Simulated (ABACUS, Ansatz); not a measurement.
**BAs: band gap by level of theory**

It takes space group F-43m (No. 216, cubic). The conventional cell has a = 4.777 Å, b = 4.777 Å, c = 4.777 Å, α = 90.00°, β = 90.00°, γ = 90.00°. Around As (site symmetry -43m) lie 4 B at 2.07 Å. Around B (site symmetry -43m) lie 4 As at 2.07 Å.

| rung | level | program and potentials | cutoff (eV) | k mesh | task | spin | core time | chip | band gap (eV) | miss (eV) | notes |
| --- | --- | --- | --- | --- | --- | --- | --- | --- | --- | --- | --- |
| GGA | PBE | Ansatz, Ansatz PAW | 420 | 4 × 4 × 4 | single point | off | 0.55 s | AMD EPYC 7B13 Zen 3 | 1.42 | -0.60 | coarse mesh; mesh may miss the edge |
| meta-GGA | r2SCAN | Ansatz, Ansatz PAW | 500 | 10 × 10 × 10 | band structure | off | 3.2 s | AMD EPYC 9R45 Zen 5 | 1.37 | -0.65 | potentials made for PBE, which Ansatz adapts in part |
| GGA | rPW86-PBE | Ansatz, Ansatz PAW | 420 | 10 × 10 × 10 | band structure | off | 4.5 s | AMD EPYC 7R43 Zen 3 | 1.34 | -0.68 | potentials made for PBE, which Ansatz adapts in part |
| meta-GGA | r2SCAN | Ansatz, Ansatz PAW | 500 | 7 × 7 × 7 | band structure | SOC, no magnetisation | 41 s | Intel Xeon | (a) | ? | potentials made for PBE, which Ansatz adapts in part; from the band path |
| GGA | PBE | ABACUS, PseudoDojo NC SR 0.4.1 PBE standard, plane waves | 1143 | 10 × 10 × 10 | single point | off | 57 s | Intel Xeon Platinum 8259CL Skylake/Cascade Lake | (b) | ? | mesh may miss the edge |
| hybrid | PBE0 | Ansatz, Ansatz PAW | 420 | 4 × 4 × 4 | single point | SOC, no magnetisation | 66 s | Intel Xeon | 2.75 | +0.73 | coarse mesh; potentials made for PBE, which Ansatz adapts in part; mesh may miss the edge |
| hybrid | B3LYP | Ansatz, Ansatz PAW | 420 | 5 × 5 × 5 | band structure | off | 3.7 min | Intel Xeon | 2.50 | +0.48 | coarse mesh; potentials made for PBE, which Ansatz adapts in part |
| hybrid | PBE0 | Ansatz, Ansatz PAW | 420 | 5 × 5 × 5 | band structure | off | 3.9 min | Intel Xeon | 2.53 | +0.51 | coarse mesh; potentials made for PBE, which Ansatz adapts in part |

Times are single runs on shared hosts and different chips, so they are rough; meshes, cutoffs and the tasks' sizes weigh on the time. Gaps are the least found on the k mesh or the band path, and a mesh can miss the band edges. The cell comes from a database and isn't always the measured one. Meshes differ between rows, which moves values too. All levels ran on this one cell, unrelaxed unless noted. Meshes are those of the run's cell of 2 atoms unless a note names another. Misses use the values as printed. Runs on faulty files, with rough fits or with known faults for this quantity aren't shown.

Measured: 2.02 eV at 300 K (arxiv:1911.04914). The runs are for a static lattice.

Task: Estimate the values left out from the other rows.

Result: (a) 1.30 eV, miss -0.72; (b) 1.20 eV, miss -0.82.
